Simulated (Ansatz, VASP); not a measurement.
One calculation of Al2Cu, two programs

File INCAR:

```
PREC = Accurate
ENCUT = 520
EDIFF = 1E-6
ISMEAR = 0
SIGMA = 0.1
LREAL = False
LASPH = True
NELM = 100
ALGO = Normal
ISIF = 2
LWAVE = False
LCHARG = False
GGA = PS
NBANDS = 16
```

The input KPOINTS:

```
regular mesh
0
Gamma
  6 6 4
```

POSCAR

```
Al2Cu
1.0
    2.9305626952      0.0000000000      0.0000000000
    0.0000000000      2.9305626952      0.0000000000
    0.0000000000      0.0000000000      6.0464860697
Al Cu
2 1
Direct
    0.5000000000      0.5000000000      0.2950000000
    0.5000000000      0.5000000000      0.7050000000
    0.0000000000      0.0000000000      0.0000000000
```

Input for Ansatz:

```yaml
crystal:
  lattice:
    - [2.9305626952, 0.0, 0.0]
    - [0.0, 2.9305626952, 0.0]
    - [0.0, 0.0, 6.0464860697]
  atoms:
    - { symbol: Al, position: [0.5, 0.5, 0.295] }
    - { symbol: Al, position: [0.5, 0.5, 0.705] }
    - { symbol: Cu, position: [0.0, 0.0, 0.0] }
basis:
  ecutwfc: 420
kpoints:
  mp_grid: { grid: [6, 6, 4] }
hamiltonian:
  xc: pbesol
scf:
  occupations: { method: gaussian, width: 0.1 }
output:
  forces: true
  stress: true
  eigenvalues: true
```

Alike in both runs: task single point; functional PBEsol; k mesh 6 × 6 × 4; occupations gaussian, width 0.1 eV; no spin polarisation.

```csv
,VASP,Ansatz
version,VASP 6.6.1,Ansatz 0.2.0
potentials or method,"VASP PAW PBE potentials, release 64 (Al, Cu)","scalar-relativistic, plane waves, PAW"
plane-wave cutoff (eV),520,420
valence electrons in the cell,17,25
```

|  | VASP | Ansatz | Ansatz less VASP |
| --- | --- | --- | --- |
| gap on the k mesh at the Fermi level (eV) | none | none | - |
| pressure (GPa) | -9.7 | -10.0 | -0.22 |
| largest component of the traceless stress (GPa) | 2.47 | 2.30 | -0.169 |
| rms of the force components (eV/Å) | 0.709 | 0.716 | +0.0070 |

Atom by atom the forces differ by 0.007 eV/Å (rms over components). A gap of «none» marks a metal or a gap that the smearing closes. The two sets of potentials don't hold the same shells in valence.

Caveats: the PAW data sets were made with another functional, which shifts forces and pressure a little (VASP).
